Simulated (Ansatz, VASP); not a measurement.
## Ru: VASP beside Ansatz

Contents of INCAR:

```
ALGO = Normal
EDIFF = 1E-7
ENCUT = 520
GGA = PS
ISIF = 2
ISMEAR = 0
LASPH = T
LCHARG = F
LREAL = F
LWAVE = F
NBANDS = 28
NELM = 100
PREC = Accurate
SIGMA = 0.1
```

The input KPOINTS:

```
k-points
0
Gamma
  6 6 6
```

File POSCAR:

```
Ru
1.0
    4.2397979375      0.0000000000      0.0000000000
   -2.1198989688      3.6717727208      0.0000000000
    0.0000000000      0.0000000000      2.6280304036
Ru
3
Direct
    0.0000000000      0.0000000000      0.0000000000
    0.3333333333      0.6666666667      0.5000000000
    0.6666666667      0.3333333333      0.5000000000
```

Input for Ansatz:

```yaml
crystal:
  lattice:
    - [4.2397979375, 0.0, 0.0]
    - [-2.1198989688, 3.6717727208, 0.0]
    - [0.0, 0.0, 2.6280304036]
  atoms:
    - { symbol: Ru, position: [0.0, 0.0, 0.0] }
    - { symbol: Ru, position: [0.3333333333, 0.6666666667, 0.5] }
    - { symbol: Ru, position: [0.6666666667, 0.3333333333, 0.5] }
basis:
  ecutwfc: 420
kpoints:
  mp_grid: { grid: [6, 6, 6] }
hamiltonian:
  xc: pbesol
scf:
  occupations: { method: gaussian, width: 0.1 }
output:
  forces: true
  stress: true
  eigenvalues: true
```

Alike in both runs: task single point; functional PBEsol; k mesh 6 × 6 × 6; occupations gaussian, width 0.1 eV; no spin polarisation.

|  | VASP | Ansatz |
| --- | --- | --- |
| version | VASP 6.6.1 | Ansatz 0.2.0 |
| potentials or method | VASP PAW PBE potentials, release 64 (Ru_pv) | scalar-relativistic, plane waves, PAW |
| plane-wave cutoff (eV) | 520 | 420 |
| valence electrons in the cell | 42 | 48 |

|  | VASP | Ansatz | Ansatz less VASP |
| --- | --- | --- | --- |
| gap on the k mesh at the Fermi level (eV) | none | none | - |
| pressure (GPa) | 0.3 | 0.3 | -0.02 |
| largest component of the traceless stress (GPa) | 3.19 | 3.30 | +0.111 |

A gap of «none» marks a metal or a gap that the smearing closes. The two sets of potentials don't hold the same shells in valence.

Caveats: the k mesh is coarse (spacing up to 0.40 Å⁻¹), so the values aren't converged; the PAW data sets were made with another functional, which shifts forces and pressure a little (VASP).
